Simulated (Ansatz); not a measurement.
Input and command of a plane-wave DFT calculation in Ansatz:

```yaml
crystal:
  lattice:
    - [-1.9870199694, 1.9870199694, 1.9870199694]
    - [1.9870199694, -1.9870199694, 1.9870199694]
    - [1.9870199694, 1.9870199694, -1.9870199694]
  atoms:
    - { symbol: Tl, position: [0.0, 0.0, 0.0] }
basis:
  ecutwfc: 420
kpoints:
  mp_grid: { grid: [14, 14, 14] }
hamiltonian:
  xc: pbe
scf:
  occupations: { method: gaussian, width: 0.1 }
output:
  forces: true
  stress: true
  eigenvalues: true
relax:
  adjacent_minimum: "off"
  f_tol: 0.01
  max_steps: 60
  cell: { stress_tol: 0.1 }
```

```bash
ansatz run input.yaml --threads 1 --pin off --max-ram 2560MiB --backend cpu --events-out ev --progress --plain --runs-dir out
```

Processor: AMD EPYC 7R43 64-Core Processor (Zen 3), 1 thread, on a host shared with other jobs.

How long does it run, and how much memory does it take?

About 5.6 s on 1 thread of AMD EPYC 7R43 64-Core Processor (Zen 3) (shared host), peak memory 0.38 GiB. It solves 11 bands at 104 k points (the mesh reduced by the symmetry that the task leaves, which can be less than the crystal's) with about 627 plane waves (on the last cell), in 9 SCF iterations over 2 ionic steps.
